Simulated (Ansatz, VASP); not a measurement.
Two plane-wave programs on P

Contents of INCAR:

```
SYSTEM = P
PREC     = Accurate       ! precision mode
ENCUT    = 520            ! plane-wave cutoff, eV
EDIFF    = 1E-6           ! SCF threshold, eV
ISMEAR   = -1             ! smearing method
SIGMA    = 0.1            ! smearing width, eV
LREAL    = .False.        ! projectors in reciprocal space
LASPH    = .True.         ! aspherical terms in the spheres
NELM     = 100            ! most SCF steps
ALGO     = Normal         ! electronic algorithm
ISIF     = 2              ! what is computed and relaxed
LWAVE    = .False.        ! write WAVECAR
LCHARG   = .False.        ! write CHGCAR
GGA      = PE             ! functional
NBANDS   = 8              ! bands
```

KPOINTS

```
Automatic mesh
0
Gamma
  16 16 16
  0 0 0
```

The input POSCAR:

```
P
1.0
   -1.5851811534      1.5851811534      1.5851811534
    1.5851811534     -1.5851811534      1.5851811534
    1.5851811534      1.5851811534     -1.5851811534
P
1
Direct
    0.0000000000      0.0000000000      0.0000000000
```

Input for Ansatz:

```yaml
crystal:
  lattice:
    - [-1.5851811534, 1.5851811534, 1.5851811534]
    - [1.5851811534, -1.5851811534, 1.5851811534]
    - [1.5851811534, 1.5851811534, -1.5851811534]
  atoms:
    - { symbol: P, position: [0.0, 0.0, 0.0] }
hamiltonian:
  xc: pbe
  pseudopotentials:
    kind: paw
    azcp:
      P: "pseudopotentials/P.paw.azcp"
basis:
  ecutwfc: 420
  fft_grid_basis: typed
kpoints:
  mp_grid: { grid: [16, 16, 16], shift: [0, 0, 0] }
magnetization:
  spin_polarized: false
scf:
  occupations: { method: fermi_dirac, width: 0.1 }
  lower_state_search: "off"
output:
  stress: true
```

Alike in both runs: task single point; functional PBE; k mesh 16 × 16 × 16; occupations fermi-dirac, width 0.1 eV; no spin polarisation.

```csv
,VASP,Ansatz
version,VASP 6.6.1,Ansatz 0.2.0
potentials or method,"VASP PAW PBE potentials, release 64 (P)","plane waves (420 eV) with PAW, scalar-relativistic"
plane-wave cutoff (eV),520,420
valence electrons in the cell,5,5
```

Ansatz gave:

```
pressure (GPa) : -8.8
```

Question: Estimate VASP's values.

Answer: Pressure (GPa): -8.9.
